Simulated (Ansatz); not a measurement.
C started in the widest void in diamond Si, 65 atoms, charge 0

All numbers come from Ansatz (PAW, plane waves, no spin–orbit coupling) at the single k point (¼, ¼, ¼) without its symmetry partners. The atoms were relaxed with PBEsol in a fixed cell; other functionals are single points on those atoms unless said otherwise. The valence top and gap of the host come from its small cell on a dense mesh, with the band extrema sought between the mesh points, lined up by the mean potential, PBEsol gap 0.46 eV, HSE06 gap 1.13 eV, r²SCAN gap 0.76 eV.

Cell: a = 10.866 Å, b = 10.866 Å, c = 10.866 Å, α = 90.00°, β = 90.00°, γ = 90.00°.

Nearest atoms after relaxation, from the placed atom (for vacancies from the middle of the vacant sites): Si at 1.75 Å, Si at 1.81 Å, Si at 1.81 Å, Si at 3.22 Å, Si at 3.22 Å, Si at 3.27 Å, Si at 3.27 Å, Si at 3.34 Å.

Chemical potentials μ are those of reference phases of the elements at zero temperature by the same functional (the usual solids, diamond for C, grey Sn, and the molecules H2, N2, O2, F2, Cl2, Br2 and S8).

```csv
functional,E(defect) − E(host) − Σ nμ + q·E_VBM (eV),monopole (eV),alignment (eV),formation energy at E_F = VBM (eV),moment (μB),"wall time, shared host"
PBEsol,3.40,0.00,0.00,3.40,0 (no spin),3 min on 7 threads of Neoverse-V2 (relaxation)
HSE06,3.81,0.00,0.00,3.81,0 (no spin),3.9 min on 7 threads of Neoverse-V2
r²SCAN,3.58,0.00,0.00,3.58,0 (no spin),35 s on 7 threads of Neoverse-V2
```

HSE06 one-electron levels near the gap (the ten most localised at most), from the host's valence top:

| level (eV) | spin | filling | atoms sharing it | element of the atom with most weight |
| --- | --- | --- | --- | --- |
| 0.22 | both | 2.00 | 7.2 | C |
| 1.21 | both | 0.00 | 14.5 | Si |

r²SCAN one-electron levels near the gap (the ten most localised at most), from the host's valence top:

```
level (eV)  spin  filling  atoms sharing it  element of the atom with most weight
     -0.30  both     2.00              62.3                                spread
      0.22  both     2.00               7.1                                     C
      0.82  both     0.00              14.0                                    Si
      1.06  both     0.00              61.5                                spread
```

One k point and a cell of this size can leave errors of several tenths of an eV in such numbers.
